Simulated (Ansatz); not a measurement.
Crystal: Bi.

```
Bi
1.0
     3.48860   -3.13258    0.00000
     3.48860    3.13258    0.00000
    -1.26023    0.00000    3.11355
Bi
2
Direct
  0.75306 0.75306 0.85738
  0.24694 0.24694 0.14262
```

This isn't the form of Bi at room conditions, which is rhombohedral.

* Program: Ansatz 0.2.0
* Task: relaxation of cell and atoms
* Functional: r2SCAN
* Dispersion: rVV10
* Potentials or basis: Ansatz PAW
* Cutoff: 500 eV (not typed: the program's choice for these potentials)
* k mesh: 6 × 6 × 9
* Occupations: fermi-dirac, width 0.05 eV
* Spin: no spin polarisation

At the start: volume 34.03 Å³/atom.

Question: How do energy, volume and symmetry change on relaxing?

Answer: It ends after 7 steps and the volume is 33.02 Å³/atom (-2.9 %); space group C2/m (No. 12, to 0.05 Å).

The path:
```csv
step,energy change (eV),largest force (eV/Å),volume (Å³)
1,0.0000,0.1383,68.05
2,-0.0121,0.0619,64.66
3,-0.0175,0.0255,65.97
4,-0.0175,0.0194,66.02
5,-0.0178,0.0100,66.13
6,-0.0179,0.0020,66.04
7,-0.0176,0.0021,66.04
```

Final structure:
```cif
data_structure
_symmetry_space_group_name_H-M 'P 1'
_symmetry_Int_Tables_number 1
_cell_length_a 4.6259
_cell_length_b 4.6259
_cell_length_c 3.3501
_cell_angle_alpha 106.202
_cell_angle_beta 106.202
_cell_angle_gamma 83.199
_cell_volume 66.04
loop_
_atom_site_label
_atom_site_type_symbol
_atom_site_fract_x
_atom_site_fract_y
_atom_site_fract_z
_atom_site_occupancy
Bi1 Bi 0.75731 0.75731 0.85827 1
Bi2 Bi 0.24269 0.24269 0.14173 1
```

Caveat: the plane-wave basis is chosen anew once the cell has moved, so the energies of steps on either side of that aren't comparable; the PAW data sets come from PBE, with cores solved anew for the run's functional, which leaves a small shift of forces and pressure.
